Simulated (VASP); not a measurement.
# SnO2 (Cassiterite) (P4_2/mnm) in VASP: further runs

Aim: see how the results for SnO2 (Cassiterite) move with the level of theory and the settings. Levels: PBE-EpsX, PBE, PBEsol. Tasks: band structure, G0W0 quasiparticle levels, phonons.

Program: VASP 6.6.1. These are calculated values, not measurements. Logs are shortened: lines on timing, memory, paths and dates and some standing lists are left out, and cuts for length are marked.

## 1. Starting point

Symmetry: P4_2/mnm, No. 136, tetragonal system. Conventional cell: a = 4.771 Å, b = 4.771 Å, c = 3.217 Å, α = 90.00°, β = 90.00°, γ = 90.00°. Sn (site symmetry mmm) is surrounded by 6 O at 2.07 Å. Around O (site symmetry m2m) lie 3 Sn at 2.07 Å.

## 2. Band structure, PBE-EpsX

POSCAR

```
SnO2                                    
1.0
    4.7714001635      0.0000000000      0.0000000000
   -0.0000000000      4.7714001635      0.0000000000
    0.0000000000      0.0000000000      3.2165924138
  Sn              O             
     2     4
Direct
     1.0000000000000000    0.0000000000000000    0.0000000000000000
     0.5000000000000000    0.5000000000000000    0.5000000000000000
     0.3062614065705972    0.3062614065705972    0.0000000000000000
     0.1937385934294028    0.8062614065705972    0.5000000000000000
     0.6937385934294028    0.6937385934294028    0.0000000000000000
     0.8062614065705972    0.1937385934294028    0.5000000000000000
```

INCAR.step1

```
SYSTEM = SnO2
PREC = Accurate
ENCUT = 520
EDIFF = 1E-8
ISMEAR = 0
SIGMA = 0.03
LREAL = .FALSE.
LASPH = .TRUE.
NELM = 80
ALGO = Normal
ISIF = 2
LWAVE = .FALSE.
LCHARG = .FALSE.
KPAR = 4
GGA = PE
LEPSILON = .TRUE.
```

KPOINTS.step1

```
Automatic mesh
0
G
  6 6 8
  0 0 0
```

INCAR.step2

```
SYSTEM = SnO2
PREC = Accurate
ENCUT = 520
EDIFF = 1E-5
ISMEAR = 0
SIGMA = 0.03
LREAL = .FALSE.
LASPH = .TRUE.
NELM = 80
ALGO = Normal
ISIF = 2
LWAVE = .TRUE.
LCHARG = .FALSE.
NBANDS = 35
KPAR = 4
GGA = PE
```

KPOINTS.step2

```
regular mesh
0
G
  4 4 6
  0 0 0
```

INCAR.step3

```
SYSTEM = SnO2
PREC = Accurate
ENCUT = 520
EDIFF = 1E-6
ISMEAR = 0
SIGMA = 0.03
LREAL = .FALSE.
LASPH = .TRUE.
NELM = 80
ALGO = Normal
ISIF = 2
LWAVE = .FALSE.
LCHARG = .FALSE.
GGA = PE
LHFCALC = .TRUE.
AEXX = 0.2193
PRECFOCK = Fast
HFRCUT = -1
NBANDS = 35
KPAR = 4
ISTART = 1
```

KPOINTS.step3

```
regular mesh
0
G
  4 4 6
  0 0 0
```

KPOINTS_OPT

```
explicit points
6
Reciprocal
 0.0000000000  0.0000000000  0.0000000000 1
 0.5000000000  0.5000000000  0.5000000000 1
 0.5000000000  0.5000000000  0.0000000000 1
 0.0000000000  0.5000000000  0.5000000000 1
 0.0000000000  0.5000000000  0.0000000000 1
 0.0000000000  0.0000000000  0.5000000000 1
```

Potentials or basis: VASP PAW PBE potentials, release 64 (Sn_d, O).

Launch:

```
cat potpaw_PBE.64/Sn_d/POTCAR potpaw_PBE.64/O/POTCAR > POTCAR
cp INCAR.step1 INCAR
cp KPOINTS.step1 KPOINTS
mpirun -np 4 vasp_std > vasp.out
cp INCAR.step2 INCAR
cp KPOINTS.step2 KPOINTS
mpirun -np 4 vasp_std > vasp.out
cp INCAR.step3 INCAR
cp KPOINTS.step3 KPOINTS
mpirun -np 4 vasp_std > vasp.out
```

OUTCAR:

```text
SYSTEM = SnO2
   PREC = Accurate
   ENCUT = 520
   EDIFF = 1E-6
   ISMEAR = 0
   LREAL = .FALSE.
   LASPH = .TRUE.
   NELM = 80
   ISIF = 2
   GGA = PE
   LHFCALC = .TRUE.
   AEXX = 0.2193
   PRECFOCK = Fast
   ISTART = 1

 ion  position               nearest neighbor table
   1  0.000  0.000  0.000-   3 2.07   5 2.07   4 2.07   6 2.07   4 2.07   6 2.07   2 3.74   2 3.74
                             2 3.74   2 3.74   2 3.74   2 3.74   2 3.74   2 3.74
   2  0.500  0.500  0.500-   4 2.07   6 2.07   5 2.07   3 2.07   3 2.07   5 2.07   1 3.74   1 3.74
                             1 3.74   1 3.74   1 3.74   1 3.74   1 3.74   1 3.74
   3  0.306  0.306  0.000-   1 2.07   2 2.07   2 2.07
   4  0.194  0.806  0.500-   2 2.07   1 2.07   1 2.07
   5  0.694  0.694  0.000-   1 2.07   2 2.07   2 2.07
   6  0.806  0.194  0.500-   2 2.07   1 2.07   1 2.07

  LATTYP: Found a simple tetragonal cell.
 ALAT       =     4.7714001635
 C/A-ratio  =     0.6741401483

  Lattice vectors:

 A1 = (   4.7714001635,   0.0000000000,   0.0000000000)
 A2 = (   0.0000000000,   4.7714001635,   0.0000000000)
 A3 = (   0.0000000000,   0.0000000000,   3.2165924138)

Analysis of symmetry for initial positions (statically):
=====================================================================
 Subroutine PRICEL returns:
 Original cell was already a primitive cell.

 Routine SETGRP: Setting up the symmetry group for a
 simple tetragonal supercell.

 Subroutine GETGRP returns: Found 16 space group operations
 (whereof  8 operations were pure point group operations)
 out of a pool of 16 trial point group operations.

The static configuration has the point symmetry D_2h.
 The point group associated with its full space group is D_4h.

Analysis of symmetry for dynamics (positions and initial velocities):
=====================================================================
 Subroutine PRICEL returns:
 Original cell was already a primitive cell.

 Routine SETGRP: Setting up the symmetry group for a
 simple tetragonal supercell.

 Subroutine GETGRP returns: Found 16 space group operations
 (whereof  8 operations were pure point group operations)
 out of a pool of 16 trial point group operations.

The dynamic configuration has the point symmetry D_2h.
 The point group associated with its full space group is D_4h.

 Subroutine INISYM returns: Found 16 space group operations
 (whereof  8 operations are pure point group operations),
 and found     1 'primitive' translations
[... 113 lines left out ...]
   NELECT =      52.0000    total number of electrons
   NUPDOWN=      -1.0000    fix difference up-down
   EMIN   =  10.00;   EMAX   =-10.00  energy-range for DOS
   EFERMI =   0.00;   METHOD = LEGACY
   ISMEAR =     0;   SIGMA  =   0.03  broadening in eV -4-tet -1-fermi 0-gaus
   EFERMI_NEDOS =   21; number of points for ismear=-14 and -15
   IALGO  =     38    algorithm
   IMIX   =      1    mixing-type and parameters
     AMIX     =   0.40;   BMIX     =  1.00
     AMIX_MAG =   1.60;   BMIX_MAG =  1.00
  volume/ion in A,a.u.               =      12.20        82.36
  Fermi-wavevector in a.u.,A,eV,Ry     =   1.460540  2.760020 29.023625  2.133176
  Thomas-Fermi vector in A             =   2.576977
   LORBIT       =      0    0 simple, 1 ext, 2 COOP (PROOUT), +10 PAW based schemes
   GGA     = PE    functional components
   LHFCALC =     T    Hartree Fock is set to
   PRECFOCK=fast      Normal, Fast or Accurate (Low or Medium for compatibility)
   ENCUT4O =  -1.0   cutoff for four orbital integrals eV
   NKREDX  =     1    reduce k-point grid by
   NKREDY  =     1    reduce k-point grid by
   NKREDZ  =     1    reduce k-point grid by
   AEXX    =    0.2193 exact exchange contribution
   HFSCREEN=    0.0000 screening length (either q_TF or 0.3 A-1)
   HFSCREENC=   0.0000 screening length for correlation (either q_TF or 0.3 A-1)
   ENCUTFOCK=  -1.0 apply spherical cutoff to Coloumb kernel
   IVDW    =     0    specifies the selected vdW correction
   LEPSILON=     F    determine dielectric tensor
   LRPA    =     F    only Hartree local field effects (RPA)
 non-spin polarized calculation
 Gauss-broadening in eV      SIGMA  =   0.03
  energy-cutoff  :      520.00
  volume of cell :       73.23
 maximum number of plane-waves:      1996
 NGX is ok and might be reduce to    36
  NGX = 20; NGY = 20; NGZ = 14

 number of electron      52.0000008 magnetization

 Free energy of the ion-electron system (eV)
  ---------------------------------------------------
  ext. energy  EPLUGINS =         0.00000000
  ---------------------------------------------------
  free energy    TOTEN  =       -48.89897530 eV

  energy without entropy =      -48.89897530  energy(sigma->0) =      -48.89897530

 E-fermi :   4.5599     XC(G=0):  -9.0338

 val. band max:        4.3486283731   @ k =   0.0000   0.0000   0.0000
 cond. band min:       7.4600041610   @ k =   0.0000   0.0000   0.0000
 fundamental gap:      3.1113757879
 Fermi energy:         4.5598867681

 k-point     1 :       0.0000    0.0000    0.0000
  band No.  band energies     occupation
      1     -17.9444      2.00000
      2     -17.0997      2.00000
      3     -16.8495      2.00000
      4     -16.8495      2.00000
      5     -16.8301      2.00000
      6     -16.7743      2.00000
[... 901 lines left out ...]
     34      18.0648      0.00000
     35      19.8277      0.00000

------------------------ aborting loop because EDIFF is reached ----------------------------------------

  FORCE on cell =-STRESS in cart. coord.  units (eV):
  Direction    XX          YY          ZZ          XY          YZ          ZX
  --------------------------------------------------------------------------------------
  -------------------------------------------------------------------------------------
  Total       -0.6194790     -0.6194790     -1.2987981      0.0000000      0.0000000      0.0000000
  in kB      -13.5534380    -13.5534380    -28.4161030      0.0000000      0.0000000      0.0000000
  external PRESSURE =     -18.5076596 kB  Pullay stress =       0.0000000 kB

 VOLUME and BASIS-vectors are now :
 -----------------------------------------------------------------------------
  energy-cutoff  :      520.00
  volume of cell :       73.23
      direct lattice vectors                 reciprocal lattice vectors
     4.771400164  0.000000000  0.000000000     0.209582086  0.000000000  0.000000000
     0.000000000  4.771400164  0.000000000     0.000000000  0.209582086  0.000000000
     0.000000000  0.000000000  3.216592414     0.000000000  0.000000000  0.310888005

 POSITION                                       TOTAL-FORCE (eV/Angst)
 -----------------------------------------------------------------------------------
      0.00000      0.00000      0.00000         0.000000      0.000000     -0.000000
      2.38570      2.38570      1.60830         0.000000      0.000000     -0.000000
      1.46130      1.46130      0.00000         0.011022      0.011022     -0.000000
      0.92440      3.84700      1.60830        -0.011022      0.011022      0.000000
      3.31010      3.31010      0.00000        -0.011022     -0.011022     -0.000000
      3.84700      0.92440      1.60830         0.011022     -0.011022     -0.000000
 -----------------------------------------------------------------------------------
    total drift:                                0.000000      0.000000      0.000000

  FREE ENERGIE OF THE ION-ELECTRON SYSTEM (eV)
  ---------------------------------------------------
  free  energy   TOTEN  =       -48.8989752954 eV

  energy  without entropy=      -48.8989752954  energy(sigma->0) =      -48.89897530
```

It took 27 min on 4 MPI ranks of Intel Xeon 6975P-C (Granite Rapids), shared host; peak memory 0.52 GiB.

What came out:

```yaml
Free_energy: -48.8990 eV
Pressure: -1.9 GPa
Largest_force: 0.016 eV/Å
Band_gap_on_the_k_mesh: 3.11 eV, direct
Band_gap_along_the_path: 3.11 eV, direct
```

Forces in eV/Å, atoms in the order of the input:
```
Sn   0.000  0.000  0.000
Sn   0.000  0.000  0.000
O    0.011  0.011  0.000
O   -0.011  0.011  0.000
O   -0.011 -0.011  0.000
O    0.011 -0.011  0.000
```

Levels at points of the mesh, in eV from the valence-band top:
```
           k point  band 24  band 25  band 26  band 27  band 28  band 29
(0.00, 0.00, 0.00)    -0.69    -0.69     0.00     3.11     8.39     8.49
(0.50, 0.00, 0.00)    -1.00    -0.58    -0.58     6.50     6.50     9.28
(0.50, 0.50, 0.00)    -1.15    -0.95    -0.95     6.97     6.97     9.71
(0.00, 0.00, 0.50)    -1.71    -1.31    -1.31     8.47     8.47    12.08
(0.50, 0.00, 0.50)    -1.12    -0.54    -0.54     8.76     8.76    10.29
(0.50, 0.50, 0.50)    -0.94    -0.87    -0.87     7.01     7.01    11.17
```

Caveat: the PAW data sets were made with another functional, which shifts forces and pressure a little; spin-orbit coupling is left out, which moves the levels of the heavy elements.

(Part 1 of 2 ends here.)
